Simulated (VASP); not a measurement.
# Ir (P6_3/mmc) in VASP: a series of runs

One crystal, Ir, is run at these levels: PBEsol; tasks: single point, relaxation of cell and atoms.

All numbers are computed with VASP 6.6.1; they aren't measurements. Logs are shortened: lines on timing, memory, paths and dates and some standing lists are left out, and cuts for length are marked.

**1. The structure**

The structure is hexagonal, space group P6_3/mmc (No. 194). Conventional cell: a = 2.711 Å, b = 2.711 Å, c = 8.845 Å, α = 90.00°, β = 90.00°, γ = 120.00°. Around Ir (site symmetry -3m) lie 12 Ir at 2.71 Å. Ir (site symmetry -6m2) has 12 Ir at 2.71 Å as nearest neighbours.

The cell was built by a generator and needn't be a form met in nature.

**2. Single point, PBEsol**

INCAR reads:

```
SYSTEM = Ir
PREC = Accurate
ENCUT = 520
EDIFF = 1E-7
ISMEAR = 0
SIGMA = 0.1
LREAL = .FALSE.
LASPH = .TRUE.
NELM = 100
ALGO = Fast
ISIF = 2
LWAVE = .FALSE.
LCHARG = .FALSE.
GGA = PS
NBANDS = 26
```

KPOINTS reads:

```
Automatic mesh
0
G
  21 21 6
  0 0 0
```

POSCAR reads:

```
Ir
1.0
    2.7111601027      0.0000000000      0.0000000000
   -1.3555800513      2.3479335226      0.0000000000
    0.0000000000      0.0000000000      8.8446096740
Ir
4
Direct
    0.0000000000      0.0000000000      0.0000000000
    0.0000000000      0.0000000000      0.5000000000
    0.3333333333      0.6666666667      0.7500000000
    0.6666666667      0.3333333333      0.2500000000
```

Potentials or basis: VASP PAW PBE potentials, release 64 (Ir).

Started as:

```bash
> cat potpaw_PBE.64/Ir/POTCAR > POTCAR
> mpirun -np 1 vasp_std > vasp.out
```

OUTCAR:

```text
SYSTEM = Ir
   PREC = Accurate
   ENCUT = 520
   EDIFF = 1E-7
   ISMEAR = 0
   LREAL = .FALSE.
   LASPH = .TRUE.
   NELM = 100
   ISIF = 2
   GGA = PS

 ion  position               nearest neighbor table
   1  0.000  0.000  0.000-   3 2.71   4 2.71   3 2.71   4 2.71   4 2.71   3 2.71
   2  0.000  0.000  0.500-   3 2.71   4 2.71   3 2.71   4 2.71   4 2.71   3 2.71
   3  0.333  0.667  0.750-   1 2.71   2 2.71   1 2.71   2 2.71   1 2.71   2 2.71
   4  0.667  0.333  0.250-   1 2.71   2 2.71   1 2.71   2 2.71   1 2.71   2 2.71

  LATTYP: Found a hexagonal cell.
 ALAT       =     2.7111601027
 C/A-ratio  =     3.2622970754

  Lattice vectors:

 A1 = (   2.7111601027,   0.0000000000,   0.0000000000)
 A2 = (  -1.3555800513,   2.3479335226,   0.0000000000)
 A3 = (   0.0000000000,   0.0000000000,   8.8446096740)

Analysis of symmetry for initial positions (statically):
=====================================================================
 Subroutine PRICEL returns:
 Original cell was already a primitive cell.

 Routine SETGRP: Setting up the symmetry group for a
 hexagonal supercell.

 Subroutine GETGRP returns: Found 24 space group operations
 (whereof 12 operations were pure point group operations)
 out of a pool of 24 trial point group operations.

The static configuration has the point symmetry D_3d.
 The point group associated with its full space group is D_6h.

Analysis of symmetry for dynamics (positions and initial velocities):
=====================================================================
 Subroutine PRICEL returns:
 Original cell was already a primitive cell.

 Routine SETGRP: Setting up the symmetry group for a
 hexagonal supercell.

 Subroutine GETGRP returns: Found 24 space group operations
 (whereof 12 operations were pure point group operations)
 out of a pool of 24 trial point group operations.

The dynamic configuration has the point symmetry D_3d.
 The point group associated with its full space group is D_6h.

 Subroutine INISYM returns: Found 24 space group operations
 (whereof 12 operations are pure point group operations),
 and found     1 'primitive' translations

----------------------------------------------------------------------------------------

                                     Primitive cell

  volume of cell :      56.3015

  direct lattice vectors                    reciprocal lattice vectors
     2.711160103  0.000000000  0.000000000     0.368845794  0.212953218  0.000000000
    -1.355580051  2.347933523  0.000000000     0.000000000  0.425906437  0.000000000
     0.000000000  0.000000000  8.844609674     0.000000000  0.000000000  0.113063214

  length of vectors
     2.711160103  2.711160103  8.844609674     0.425906437  0.425906437  0.113063214

  position of ions in fractional coordinates (direct lattice)
     0.000000000  0.000000000  0.000000000
     0.000000000  0.000000000  0.500000000
     0.333333333  0.666666667  0.750000000
     0.666666667  0.333333333  0.250000000

  ion indices of the primitive-cell ions
   primitive index   ion index
                 1           1
                 2           2
                 3           3
                 4           4

----------------------------------------------------------------------------------------

 KPOINTS: Automatic mesh

Automatic generation of k-mesh.
 Grid dimensions read from file:
 generate k-points for:   21   21    6

 Generating k-lattice:

  Cartesian coordinates                     Fractional coordinates (reciprocal lattice)
     0.017564085  0.010140629  0.000000000     0.047619048  0.000000000  0.000000000
     0.000000000  0.020281259  0.000000000     0.000000000  0.047619048  0.000000000
     0.000000000  0.000000000  0.018843869     0.000000000  0.000000000  0.166666667

  Length of vectors
     0.020281259  0.020281259  0.018843869

  Shift w.r.t. Gamma in fractional coordinates (k-lattice)
     0.000000000  0.000000000  0.000000000

 Subroutine IBZKPT returns following result:
 ===========================================

 Found    192 irreducible k-points:

 Following reciprocal coordinates:
            Coordinates               Weight
  0.000000  0.000000  0.000000      1.000000
  0.047619  0.000000  0.000000      6.000000
  0.095238 -0.000000  0.000000      6.000000
  0.142857  0.000000  0.000000      6.000000
  0.190476 -0.000000  0.000000      6.000000
  0.238095  0.000000  0.000000      6.000000
[... 16 lines left out ...]
  0.142857  0.095238  0.000000     12.000000
  0.190476  0.095238  0.000000     12.000000
 [... further k-points ...]
   k-points           NKPTS =    192   k-points in BZ     NKDIM =    192   number of bands    NBANDS=     26
   number of dos      NEDOS =    301   number of ions     NIONS =      4
   total plane-waves  NPLWV =  28000
   dimension x,y,z NGX =    20 NGY =   20 NGZ =   70
   dimension x,y,z NGXF=    40 NGYF=   40 NGZF=  140
   ions per type =               4
   NGX,Y,Z   is equivalent  to a cutoff of  12.26, 12.26, 13.16 a.u.
   NGXF,Y,Z  is equivalent  to a cutoff of  24.53, 24.53, 26.31 a.u.
 SYSTEM =  Ir
   PREC   = accura    normal or accurate (medium, high low for compatibility)
   ISTART =      0    job   : 0-new  1-cont  2-samecut
   ICHARG =      2    charge: 1-file 2-atom 10-const
   ISPIN  =      1    spin polarized calculation?
   LNONCOLLINEAR =      F non collinear calculations
   LSORBIT =      F    spin-orbit coupling
   LASPH  =      T    aspherical Exc in radial PAW
   ENCUT  =  520.0 eV  38.22 Ry    6.18 a.u.   5.04  5.04 16.45*2*pi/ulx,y,z
   NELM   =    100;   NELMIN=  2; NELMDL= -5     # of ELM steps
   EDIFF  = 0.1E-06   stopping-criterion for ELM
   LREAL  =      F    real-space projection
   EDIFFG = 0.1E-05   stopping-criterion for IOM
   NSW    =      0    number of steps for IOM
   IBRION =     -1    ionic relax: 0-MD 1-quasi-New 2-CG
   NFREE  =      0    steps in history (QN), initial steepest desc. (CG)
   ISIF   =      2    stress and relaxation
   ISYM   =      2    0-nonsym 1-usesym 2-fastsym
   POTIM  = 0.5000    time-step for ionic-motion
   TEBEG  =    0.0;   TEEND  =   0.0 temperature during run
   PSTRESS=    0.0 pullay stress
   NELECT =      36.0000    total number of electrons
   NUPDOWN=      -1.0000    fix difference up-down
   EMIN   =  10.00;   EMAX   =-10.00  energy-range for DOS
   EFERMI =   0.00;   METHOD = LEGACY
   ISMEAR =     0;   SIGMA  =   0.10  broadening in eV -4-tet -1-fermi 0-gaus
   EFERMI_NEDOS =   21; number of points for ismear=-14 and -15
   IALGO  =     68    algorithm
   IMIX   =      4    mixing-type and parameters
     AMIX     =   0.40;   BMIX     =  1.00
     AMIX_MAG =   1.60;   BMIX_MAG =  1.00
  volume/ion in A,a.u.               =      14.08        94.99
  Fermi-wavevector in a.u.,A,eV,Ry     =   1.410379  2.665230 27.064281  1.989169
  Thomas-Fermi vector in A             =   2.532339
   LORBIT       =      0    0 simple, 1 ext, 2 COOP (PROOUT), +10 PAW based schemes
   GGA     = PS    functional components
   LHFCALC =     F    Hartree Fock is set to
   AEXX    =    0.0000 exact exchange contribution
   IVDW    =     0    specifies the selected vdW correction
   LEPSILON=     F    determine dielectric tensor
   LRPA    =     F    only Hartree local field effects (RPA)
 non-spin polarized calculation
 RMM-DIIS sequential band-by-band and
 Gauss-broadening in eV      SIGMA  =   0.10
  energy-cutoff  :      520.00
  volume of cell :       56.30
 maximum number of plane-waves:      1539
   NGX = 11   NGY = 11   NGZ = 33

 number of electron      36.0000000 magnetization

 Free energy of the ion-electron system (eV)
  ---------------------------------------------------
  ext. energy  EPLUGINS =         0.00000000
  ---------------------------------------------------
  free energy    TOTEN  =       -39.14572459 eV

  energy without entropy =      -39.12729859  energy(sigma->0) =      -39.13651159

 E-fermi :  10.3665     XC(G=0): -14.1316

 val. band max:       10.3624319789   @ k =   0.1905   0.1429   0.1667
 cond. band min:      10.3705641794   @ k =   0.0952   0.0476   0.3333
 fundamental gap:      0.0081322005
 Fermi energy:        10.3664609365

 k-point     1 :       0.0000    0.0000    0.0000
  band No.  band energies     occupation
      1      -0.9113      2.00000
      2       1.2991      2.00000
      3       1.3383      2.00000
      4       2.1394      2.00000
      5       5.8822      2.00000
      6       5.9268      2.00000
[... 18 lines left out ...]
     25      17.5443      0.00000
     26      23.3016      0.00000

 k-point     2 :       0.0476    0.0000    0.0000
  band No.  band energies     occupation
      1      -0.8207      2.00000
      2       1.3855      2.00000
      3       1.4246      2.00000
      4       2.2231      2.00000
      5       5.7539      2.00000
      6       5.8650      2.00000
[... 18 lines left out ...]
     25      17.5149      0.00000
     26      23.4432      0.00000

 k-point     3 :       0.0952   -0.0000    0.0000
  band No.  band energies     occupation
      1      -0.5544      2.00000
      2       1.6337      2.00000
      3       1.6722      2.00000
      4       2.4638      2.00000
      5       5.4654      2.00000
      6       5.6975      2.00000
[... 18 lines left out ...]
     25      17.4290      0.00000
     26      23.8242      0.00000

 k-point     4 :       0.1429    0.0000    0.0000
  band No.  band energies     occupation
      1      -0.1290      2.00000
      2       2.0049      2.00000
      3       2.0423      2.00000
      4       2.8253      2.00000
      5       5.1366      2.00000
      6       5.4641      2.00000
[... 18 lines left out ...]
     25      17.2963      0.00000
     26      24.3223      0.00000
[... 496 lines left out ...]
      1       0.1199      2.00000
      2       2.2178      2.00000
      3       2.2528      2.00000
      4       3.0375      2.00000
      5       4.9935      2.00000
      6       5.3844      2.00000
[... 18 lines left out ...]
     25      17.2292      0.00000
     26      24.5025      0.00000

 k-point    23 :       0.1429    0.0952    0.0000
  band No.  band energies     occupation
      1       0.6647      2.00000
      2       2.6132      2.00000
      3       2.6440      2.00000
      4       3.4427      2.00000
      5       4.7638      2.00000
      6       5.2216      2.00000
[... 18 lines left out ...]
     25      17.0996      0.00000
     26      24.5751      0.00000

 k-point    24 :       0.1905    0.0952    0.0000
  band No.  band energies     occupation
      1       1.2908      2.00000
      2       2.9206      2.00000
      3       2.9416      2.00000
      4       3.7538      2.00000
      5       4.6665      2.00000
      6       5.0165      2.00000
[... 18 lines left out ...]
     25      17.0022      0.00000
     26      23.5620      0.00000

 [... further k-points ...]
[... 5 lines left out ...]
  --------------------------------------------------------------------------------------
  -------------------------------------------------------------------------------------
  Total        0.3469313      0.3469313      0.3491310      0.0000000      0.0000000      0.0000000
  in kB        9.8726658      9.8726658      9.9352616      0.0000000      0.0000000      0.0000000
  external PRESSURE =       9.8935311 kB  Pullay stress =       0.0000000 kB

 VOLUME and BASIS-vectors are now :
 -----------------------------------------------------------------------------
  energy-cutoff  :      520.00
  volume of cell :       56.30
      direct lattice vectors                 reciprocal lattice vectors
     2.711160103  0.000000000  0.000000000     0.368845794  0.212953218  0.000000000
    -1.355580051  2.347933523  0.000000000     0.000000000  0.425906437  0.000000000
     0.000000000  0.000000000  8.844609674     0.000000000  0.000000000  0.113063214

 POSITION                                       TOTAL-FORCE (eV/Angst)
 -----------------------------------------------------------------------------------
      0.00000      0.00000      0.00000        -0.000000      0.000000      0.000000
      0.00000      0.00000      4.42230        -0.000000      0.000000      0.000000
     -0.00000      1.56529      6.63346        -0.000000      0.000000     -0.000000
      1.35558      0.78264      2.21115         0.000000     -0.000000      0.000000
 -----------------------------------------------------------------------------------
    total drift:                                0.000000     -0.000000      0.000000

  FREE ENERGIE OF THE ION-ELECTRON SYSTEM (eV)
  ---------------------------------------------------
  free  energy   TOTEN  =       -39.1457245865 eV

  energy  without entropy=      -39.1272985900  energy(sigma->0) =      -39.13651159
```

Wall time 8.3 min (1 thread of Intel Xeon Platinum 8259CL at 2.50GHz (Skylake/Cascade Lake), shared host); peak memory 0.32 GiB.

Results:

| Property | Result |
| --- | --- |
| Free energy | -39.1457 eV |
| Pressure | 1.0 GPa |
| Band gap on the k mesh | none (metal or under the smearing width) |

Caveat: the PAW data sets were made with another functional, which shifts forces and pressure a little. The run has no spin-orbit coupling, so splittings on Ir are missing.

**3. Single point, PBEsol**

INCAR reads:

```
ALGO = Fast ; EDIFF = 1E-6
ENCUT = 520 ; GGA = PS
ISIF = 2 ; ISMEAR = 0
LASPH = True ; LCHARG = False
LREAL = False ; LWAVE = False
NBANDS = 26 ; NELM = 100
PREC = Accurate ; SIGMA = 0.1
```

KPOINTS reads:

```
k-points
0
Gamma
  9 9 2
```

POSCAR reads:

```
Ir
1.0
    2.7172685722      0.0000000000      0.0000000000
   -1.3586342861      2.3532236125      0.0000000000
    0.0000000000      0.0000000000      8.8062083452
Ir
4
Direct
    0.0000000000      0.0000000000      0.0000000000
    0.0000000000      0.0000000000      0.5000000000
    0.3333333333      0.6666666667      0.7500000000
    0.6666666667      0.3333333333      0.2500000000
```

Potentials or basis: VASP PAW PBE potentials, release 64 (Ir).

Started as:

```bash
> cat potpaw_PBE.64/Ir/POTCAR > POTCAR
> mpirun -np 1 vasp_std > vasp.out
```

OUTCAR:

```text
EDIFF = 1E-6
   ENCUT = 520
   GGA = PS
   ISIF = 2
   ISMEAR = 0
   LASPH = True
   LREAL = False
   NELM = 100
   PREC = Accurate

 ion  position               nearest neighbor table
   1  0.000  0.000  0.000-   3 2.70   4 2.70   4 2.70   3 2.70   4 2.70   3 2.70
   2  0.000  0.000  0.500-   3 2.70   4 2.70   4 2.70   3 2.70   4 2.70   3 2.70
   3  0.333  0.667  0.750-   1 2.70   2 2.70   1 2.70   2 2.70   1 2.70   2 2.70
   4  0.667  0.333  0.250-   1 2.70   2 2.70   1 2.70   2 2.70   1 2.70   2 2.70

  LATTYP: Found a hexagonal cell.
 ALAT       =     2.7172685722
 C/A-ratio  =     3.2408310446

  Lattice vectors:

 A1 = (   2.7172685722,   0.0000000000,   0.0000000000)
 A2 = (  -1.3586342861,   2.3532236125,   0.0000000000)
 A3 = (   0.0000000000,   0.0000000000,   8.8062083452)

Analysis of symmetry for initial positions (statically):
=====================================================================
 Subroutine PRICEL returns:
 Original cell was already a primitive cell.

[... 172 lines left out ...]
  free energy    TOTEN  =       -39.12755918 eV

  energy without entropy =      -39.11050386  energy(sigma->0) =      -39.11903152

 E-fermi :  10.3064     XC(G=0): -14.1299

 val. band max:       10.2989174204   @ k =   0.3333  -0.0000   0.0000
 cond. band min:      10.3737518250   @ k =   0.4444  -0.0000   0.0000
 fundamental gap:      0.0748344047
 Fermi energy:        10.3063905241

 k-point     1 :       0.0000    0.0000    0.0000
  band No.  band energies     occupation
      1      -0.9127      2.00000
      2       1.3378      2.00000
      3       1.3666      2.00000
      4       2.1618      2.00000
      5       5.8875      2.00000
      6       5.9395      2.00000
[... 685 lines left out ...]
     25      16.9659      0.00000
     26      16.9659      0.00000

------------------------ aborting loop because EDIFF is reached ----------------------------------------

  FORCE on cell =-STRESS in cart. coord.  units (eV):
  Direction    XX          YY          ZZ          XY          YZ          ZX
  --------------------------------------------------------------------------------------
  -------------------------------------------------------------------------------------
  Total        0.3582851      0.3582851      0.3563566     -0.0000000      0.0000000      0.0000000
  in kB       10.1942329     10.1942329     10.1393637     -0.0000000      0.0000000      0.0000000
  external PRESSURE =      10.1759431 kB  Pullay stress =       0.0000000 kB

 VOLUME and BASIS-vectors are now :
 -----------------------------------------------------------------------------
  energy-cutoff  :      520.00
  volume of cell :       56.31
      direct lattice vectors                 reciprocal lattice vectors
     2.717268572  0.000000000  0.000000000     0.368016622  0.212474496  0.000000000
    -1.358634286  2.353223612  0.000000000     0.000000000  0.424948991  0.000000000
     0.000000000  0.000000000  8.806208345     0.000000000  0.000000000  0.113556250

 POSITION                                       TOTAL-FORCE (eV/Angst)
 -----------------------------------------------------------------------------------
      0.00000      0.00000      0.00000         0.000000     -0.000000     -0.000000
      0.00000      0.00000      4.40310         0.000000     -0.000000     -0.000000
     -0.00000      1.56882      6.60466        -0.000000      0.000000     -0.000000
      1.35863      0.78441      2.20155         0.000000     -0.000000      0.000000
 -----------------------------------------------------------------------------------
    total drift:                                0.000000     -0.000000      0.000000

  FREE ENERGIE OF THE ION-ELECTRON SYSTEM (eV)
  ---------------------------------------------------
  free  energy   TOTEN  =       -39.1275591760 eV

  energy  without entropy=      -39.1105038624  energy(sigma->0) =      -39.11903152
```

stdout:

```text
POSCAR found type information on POSCAR Ir
 POSCAR found :  1 types and       4 ions
 scaLAPACK will be used
 -----------------------------------------------------------------------------
|                                                                             |
|                                                                             |
|     You enforced a specific xc type in the INCAR file but a different       |
|     I HOPE YOU KNOW WHAT YOU ARE DOING!                                     |
|                                                                             |
 -----------------------------------------------------------------------------

 LDA part: xc-table for (Slater+PW92), standard interpolation
 POSCAR, INCAR and KPOINTS ok, starting setup
 FFT: planning ... GRIDC
 FFT: planning ... GRID_SOFT
 FFT: planning ... GRID
 WAVECAR not read
 entering main loop
```

It took 29 s on 1 thread of Intel Xeon 6975P-C (Granite Rapids), shared host; peak memory 0.17 GiB.

Results:

- Free energy: -39.1276 eV
- Pressure: 1.0 GPa
- Band gap on the k mesh: none (metal or under the smearing width)

Caveat: the PAW data sets were made with another functional, which shifts forces and pressure a little. The run has no spin-orbit coupling, so splittings on Ir are missing.

(Continued in part 2 of 2.)
